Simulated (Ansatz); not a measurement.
# FeO (I4/mmm) in Ansatz: further runs, part 2 of 2

Ansatz 0.2.0. Earlier steps stand in the parts before.

## Step 4: Relaxation of cell and atoms, PBEsol, collinear spin, ferromagnetic start, target pressure 5 GPa, at which the enthalpy is minimised

input.yaml reads:

```yaml
crystal:
  lattice:
    - [-1.602103413, 1.602103413, 2.08339225]
    - [1.602103413, -1.602103413, 2.08339225]
    - [1.602103413, 1.602103413, -2.08339225]
  atoms:
    - { symbol: Fe, position: [0.0, 0.0, 0.0], spin: 3.0 }
    - { symbol: O, position: [0.5, 0.5, 0.0] }
hamiltonian:
  xc: pbesol
  pseudopotentials: { kind: paw }
magnetization:
  spin_polarized: true
kpoints:
  mp_grid: { grid: [12, 12, 12] }
scf:
  occupations: { method: fermi_dirac, width: 0.05 }
output:
  forces: true
  stress: true
  eigenvalues: true
  write_density: true
  write_potential: true
  elf: true
  volumetric_format: npy
relax:
  f_tol: 0.01
  max_steps: 40
  cell: { stress_tol: 0.05, p_target: 5.0 }
```

The run is started by

```
> ansatz run input.yaml --threads 2 --pin off --max-ram 5632MiB --backend cpu --events-out ev --progress --plain --runs-dir out
```

It took 40 s on 2 threads of Intel Xeon Platinum 8259CL at 2.50GHz (Skylake/Cascade Lake), shared host; peak memory 0.47 GiB.

It converged, with:

| Property | Result |
| --- | --- |
| Free energy | -5008.8396 eV |
| Relaxed volume | 9.35 Å³/atom |
| Relaxed cell | a = 2.979 Å, b = 2.979 Å, c = 2.979 Å, α = 120.00°, β = 120.00°, γ = 90.00° |
| Space group after relaxing (to 0.05 Å) | Fm-3m (No. 225) |
| Energy change on relaxing (the enthalpy is what falls) | -73.2 meV/atom |
| Ionic steps | 9 |
| Pressure after relaxing | 5.0 GPa |
| Band gap on the k mesh | none (metal or under the smearing width) |
| Net moment | 3.99 μB per cell |
| Absolute moment | 4.00 μB per cell |
| Site moments | Fe +3.40; O +0.34 μB |

The path:
```
step  energy change (eV)  largest force (eV/Å)  volume (Å³)
   1              0.0000                0.0000        21.39
   2             -0.1334                0.0000        19.44
   3             -0.1342                0.0000        18.40
   4             -0.1463                0.0000        18.63
   5             -0.1525                0.0000        18.71
   6             -0.1532                0.0000        18.74
   7             -0.1476                0.0000        18.74
   8             -0.1466                0.0000        18.70
   9             -0.1464                0.0000        18.70
```

Final structure:
```
Fe O
1.0
    -1.48965    1.48965    2.10672
     1.48965   -1.48965    2.10672
     1.48965    1.48965   -2.10672
Fe O
1 1
Direct
  0.00000 0.00000 0.00000
  0.50000 0.50000 0.00000
```

Levels at points of the mesh, in eV from the Fermi level:
Spin up:
```csv
k point,band 9,band 10,band 11,band 12,band 13,band 14,band 15,band 16,band 17
"(0.00, 0.00, 0.00)",-3.95,-3.95,-3.95,-3.67,-3.67,0.33,15.21,17.38,17.38
"(0.00, 0.00, -0.50)",-5.04,-3.21,-2.67,-2.67,-2.57,5.63,9.01,10.95,15.33
"(0.00, -0.50, 0.00)",-2.99,-2.99,-2.40,-0.08,-0.08,4.04,8.99,12.83,12.83
"(-0.50, -0.50, -0.50)",-5.04,-3.21,-2.67,-2.67,-2.57,5.63,9.01,10.95,15.34
```
Spin down:
```tsv
k point	band 5	band 6	band 7	band 8	band 9	band 10	band 11	band 12	band 13	band 14
(0.00, 0.00, 0.00)	-20.76	-3.53	-3.53	-3.53	-0.84	-0.84	-0.84	0.11	0.11	1.16
(0.00, 0.00, -0.50)	-19.36	-7.45	-4.80	-4.80	-2.44	0.74	0.88	0.88	1.30	6.96
(0.00, -0.50, 0.00)	-19.33	-8.68	-5.64	-5.64	0.47	0.47	0.70	3.05	3.05	4.58
(-0.50, -0.50, -0.50)	-19.36	-7.45	-4.80	-4.80	-2.44	0.74	0.88	0.88	1.30	6.96
```

Caveat: the plane-wave basis is chosen anew once the cell has moved, so the energies of steps on either side of that aren't comparable; the pressure holds a Pulay correction of +0.7 GPa for the finite cutoff; a cell with one magnetic atom can't hold antiferromagnetic order, which such compounds often take; semilocal functionals often make such compounds metallic where correlation or magnetic order opens a gap, which also shifts bond lengths; the PAW data sets come from PBE, with cores solved anew for the run's functional, which leaves a small shift of forces and pressure. With open d or f shells a metallic result of PBEsol can be an artefact of self-interaction; +U or a hybrid may open a gap.

## Step 5: Relaxation of cell and atoms, PBEsol, collinear spin, ferromagnetic start, target pressure 10 GPa, at which the enthalpy is minimised

input.yaml: that of step 4 with these lines changed.

```diff
@@ -21,6 +21,2 @@
   eigenvalues: true
-  write_density: true
-  write_potential: true
-  elf: true
-  volumetric_format: npy
 relax:
@@ -28,2 +24,2 @@
   max_steps: 40
-  cell: { stress_tol: 0.05, p_target: 5.0 }
+  cell: { stress_tol: 0.05, p_target: 10.0 }
```

The run is started by

```
> ansatz run input.yaml --threads 2 --pin off --max-ram 5632MiB --backend cpu --events-out ev --progress --plain --runs-dir out
```

Run time: 38 s. Hardware: 2 threads of Intel Xeon Platinum 8259CL at 2.50GHz (Skylake/Cascade Lake), shared host; peak memory 0.5 GiB.

It converged, with:

```yaml
Free_energy: -5008.8208 eV
Relaxed_volume: 9.15 Å³/atom
Relaxed_cell: a = 2.958 Å, b = 2.958 Å, c = 2.958 Å, α = 119.99°, β = 119.99°, γ = 90.01°
Space_group_after_relaxing_to_0.05_Å: Fm-3m (No. 225)
Energy_change_on_relaxing_the_enthalpy_is_what_falls: -63.8 meV/atom
Ionic_steps: 9
Pressure_after_relaxing: 10.0 GPa
Band_gap_on_the_k_mesh: none (metal or under the smearing width)
Net_moment: 3.97 μB per cell
Absolute_moment: 3.98 μB per cell
Site_moments: Fe +3.38; O +0.34 μB
```

The path:
```
step  energy change (eV)  largest force (eV/Å)  volume (Å³)
   1              0.0000                0.0000        21.39
   2             -0.1364                0.0000        19.00
   3             -0.1060                0.0000        17.97
   4             -0.1270                0.0000        18.24
   5             -0.1349                0.0000        18.31
   6             -0.1363                0.0000        18.34
   7             -0.1301                0.0000        18.34
   8             -0.1277                0.0000        18.29
   9             -0.1275                0.0000        18.29
```

Final structure:
```cif
data_structure
_symmetry_space_group_name_H-M 'P 1'
_symmetry_Int_Tables_number 1
_cell_length_a 2.9576
_cell_length_b 2.9576
_cell_length_c 2.9576
_cell_angle_alpha 119.994
_cell_angle_beta 119.994
_cell_angle_gamma 90.010
_cell_volume 18.29
loop_
_atom_site_label
_atom_site_type_symbol
_atom_site_fract_x
_atom_site_fract_y
_atom_site_fract_z
_atom_site_occupancy
Fe1 Fe 0.00000 0.00000 0.00000 1
O1 O 0.50000 0.50000 0.00000 1
```

Levels at points of the mesh, in eV from the Fermi level:
Spin up:
```csv
k point,band 11,band 12,band 13,band 14,band 15,band 16
"(0.00, 0.00, 0.00)",-3.97,-3.66,-3.66,0.48,15.29,17.58
"(0.00, 0.00, -0.50)",-2.64,-2.64,-2.50,5.81,9.17,11.09
"(0.00, -0.50, 0.00)",-2.36,0.00,0.00,4.11,9.23,13.00
"(-0.50, -0.50, -0.50)",-2.64,-2.64,-2.50,5.81,9.17,11.09
```
Spin down:
```tsv
k point	band 6	band 7	band 8	band 9	band 10	band 11	band 12	band 13
(0.00, 0.00, 0.00)	-3.61	-3.61	-3.61	-0.88	-0.88	-0.88	0.10	0.10
(0.00, 0.00, -0.50)	-7.60	-4.90	-4.90	-2.54	0.74	0.90	0.90	1.36
(0.00, -0.50, 0.00)	-8.86	-5.78	-5.78	0.48	0.48	0.72	3.13	3.13
(-0.50, -0.50, -0.50)	-7.60	-4.90	-4.90	-2.54	0.74	0.90	0.90	1.36
```

Caveat: the plane-wave basis is chosen anew once the cell has moved, so the energies of steps on either side of that aren't comparable; the pressure holds a Pulay correction of +0.7 GPa for the finite cutoff; a cell with one magnetic atom can't hold antiferromagnetic order, which such compounds often take; semilocal functionals often make such compounds metallic where correlation or magnetic order opens a gap, which also shifts bond lengths; the PAW data sets come from PBE, with cores solved anew for the run's functional, which leaves a small shift of forces and pressure.

## Step 6: Summary

```csv
cell,target pressure (GPa),gap on the mesh (eV),pressure (GPa),moment (μB)
relaxed,0,none,0.0,4.00
relaxed to 2 GPa,2,none,2.0,4.00
relaxed to 5 GPa,5,none,5.0,3.99
relaxed to 10 GPa,10,none,10.0,3.97
```

Alike in all rows: task relaxation of cell and atoms; level PBEsol; potentials or basis Ansatz PAW; spin collinear, ferromagnetic start; k mesh 12 × 12 × 12; cutoff (eV) 420; smearing fermi-dirac 0.05 eV.

Caveats: the plane-wave basis is chosen anew once the cell has moved, so the energies of steps on either side of that aren't comparable; a cell with one magnetic atom can't hold antiferromagnetic order, which such compounds often take; semilocal functionals often make such compounds metallic where correlation or magnetic order opens a gap, which also shifts bond lengths; the PAW data sets come from PBE, with cores solved anew for the run's functional, which leaves a small shift of forces and pressure.

Total energies depend on the potentials used, so only differences within one code and one set of settings carry meaning.
